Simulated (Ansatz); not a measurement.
All-electron LAPW in Ansatz 0.2.0 under PBE, scalar-relativistic, energies extrapolated to zero smearing. Slabs are 1×1 cells cut from bulk crystals relaxed on PAW files, with atoms then relaxed, 16 to 20 Å of vacuum, a dipole correction, k spacings of 0.16 to 0.26 Å⁻¹ and smearing of 0.02 to 0.1 eV, without spin–orbit coupling or spin polarisation. The bulk type named needn't be the stable one, and no reconstruction is allowed.

```tsv
slab	area (Å²)	γ (J/m²)	Φ (eV)	Δd12 (%)
bcc W (110), 1 layer	7.17	3.72	5.30	–
bcc W (100), 6 layers	10.13	3.98	4.14	-11.8
bcc W (110), 3 layers	7.17	3.36	4.84	-3.0
bcc W (100), 5 layers	10.13	?	4.13	?
bcc W (100), 1 layer	10.13	4.87	5.00	–
```

Problem. Give the missing entry: row "bcc W (100), 5 layers", column "γ (J/m²)".

Solution. 4.04.

Problem. What belongs in the row "bcc W (100), 5 layers", column "Δd12 (%)"?

Solution. -10.5.
